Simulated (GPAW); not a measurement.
Here is a GPAW 26.7.0 calculation.

File run.py:

```python
from ase.dft.bandgap import bandgap
from ase.io import read, write
from ase.units import GPa
from gpaw import GPAW, PW, setup_paths

setup_paths.insert(0, '.')

atoms = read('POSCAR')

calc = GPAW(mode=PW(600),
            xc='LDA',
            kpts={'size': (6, 6, 6), 'gamma': True},
            occupations={'name': 'fermi-dirac', 'width': 0.05},
            setups={'Ga': 'jth', 'Sb': 'jth'},
            nbands=-9,
            convergence={'density': 1e-05, 'energy': 1e-05},
            maxiter=150,
            txt='gpaw.txt')
atoms.calc = calc
energy = atoms.get_potential_energy()
forces = atoms.get_forces()
stress = atoms.get_stress()
calc.write('gs.gpw')
write('result.traj', atoms)
print(f'Energy: {energy:.6f} eV')
print('Forces (eV/A):')
print(forces.round(4))
print('Stress (GPa):', (stress / GPa).round(3))
print('Fermi level:', round(calc.get_fermi_level(), 4), 'eV')
print(f'Gap: {bandgap(calc)[0]:.4f} eV, direct: {bandgap(calc, direct=True)[0]:.4f} eV')

path = atoms.cell.bandpath('GXWKGLUWLK,UX', npoints=100, eps=1e-4)
bs_calc = calc.fixed_density(kpts=path, symmetry='off', nbands=-20,
                             convergence={'bands': 'CBM+6.0', 'eigenstates': 1e-6}, txt='bands.txt')
bs = bs_calc.band_structure()
bs.write('bs.json')
print(f'Gap on the path: {bandgap(bs_calc)[0]:.4f} eV')
```

File POSCAR:

```
GaSb
1.0
    0.0000000000      3.0590000000      3.0590000000
    3.0590000000      0.0000000000      3.0590000000
    3.0590000000      3.0590000000      0.0000000000
Sb Ga
1 1
Direct
    0.7500000000      0.7500000000      0.7500000000
    0.0000000000      0.0000000000      0.0000000000
```

Potentials or basis: JTH PAW 2.0, LDA, pw.

Launch:

```sh
$ OMP_NUM_THREADS=1 python run.py
```

(1) Estimate the pressure.

(2) What does it give for the band gap along the path?

Answers

(1) -1.7 GPa.

(2) none (metal or under the smearing width).

Caveat: the program truncates these outside data sets; spin-orbit coupling is left out, which moves the levels of the heavy elements; this crystal is a semiconductor, whose small gap the functional closes, so the metal is an error of the method.

**The experiment to reproduce.**

From a printed reference work, data compilation, for a bulk crystal of GaSb at 4.2 K: band gap 0.811 eV (direct).

Measured gap of GaSb: 0.811 eV (direct; 4.2 K; a printed reference work, data compilation). This calculation gives 0.00 eV (-0.81 eV). Spin-orbit coupling on Ga, Sb is left out. The value is that of LDA, without temperature or zero-point motion. Semilocal functionals fall short of measured gaps as a rule.
